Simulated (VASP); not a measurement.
Write the native input for VASP 6.6.1 that does the following.

* Task: relaxation of cell and atoms
* Functional: PBE
* Potentials or basis: VASP PAW PBE potentials, release 64 (Si, Mo_sv)
* Cutoff: 520 eV
* k mesh: 4 × 4 × 4
* Occupations: gaussian, width 0.15 eV
* Spin: no spin polarisation
* Further INCAR settings: PREC = Normal; ALGO = Fast; EDIFF = 0.0001; IBRION = 2; EDIFFG = -0.08; NSW = 24; ISIF = 3

The structure of SiMo3 lies in POSCAR:

```
SiMo3
1.0
    0.0000000000      4.3811842500      4.3811842500
    4.3811842500      0.0000000000      4.3811842500
    4.3811842500      4.3811842500      0.0000000000
Si Mo
2 6
Direct
    0.5000000000      0.5000000000      0.5000000000
    0.7500000000      0.7500000000      0.7500000000
    0.2149506600      0.7850493400      0.7850493400
    0.7850493400      0.2149506600      0.2149506600
    0.7850493400      0.7850493400      0.2149506600
    0.2149506600      0.2149506600      0.7850493400
    0.2149506600      0.7850493400      0.2149506600
    0.7850493400      0.2149506600      0.7850493400
```

The cell was built by a generator and needn't be a form met in nature.

One way to write it, as run:

INCAR

```
SYSTEM = SiMo3
PREC = Normal
ENCUT = 520
EDIFF = 1E-4
ISMEAR = 0
SIGMA = 0.15
LREAL = .False.
LASPH = .True.
NELM = 60
ALGO = Fast
ISIF = 3
LWAVE = .False.
LCHARG = .False.
GGA = PE
IBRION = 2
NSW = 24
EDIFFG = -0.08
KPAR = 2
```

KPOINTS

```
Automatic mesh
0
Gamma
  4 4 4
  0 0 0
```

Potentials or basis: VASP PAW PBE potentials, release 64 (Si, Mo_sv).

Run with:

```bash
$ cat potpaw_PBE.64/Si/POTCAR potpaw_PBE.64/Mo_sv/POTCAR > POTCAR
$ mpirun -np 2 vasp_std > vasp.out
```

Results of the run:

| Item | Value |
| --- | --- |
| Relaxed volume | 18.65 Å³/atom |
| Relaxed cell | a = 5.954 Å, b = 5.954 Å, c = 5.954 Å, α = 60.00°, β = 60.00°, γ = 60.00° |
| Space group after relaxing (to 0.05 Å) | F-43m (No. 216) |
| Energy gained by relaxing | 98.0 meV/atom |
| Ionic steps | 5 |
| Pressure after relaxing | 0.2 GPa |
| Largest force after relaxing | 0.075 eV/Å |
| Band gap on the k mesh | none (metal or under the smearing width) |

Wall time 57 s on 2 MPI ranks on Intel(R) Xeon(R) 6975P-C (Granite Rapids), with other jobs on the host, peak memory 0.24 GiB a rank.
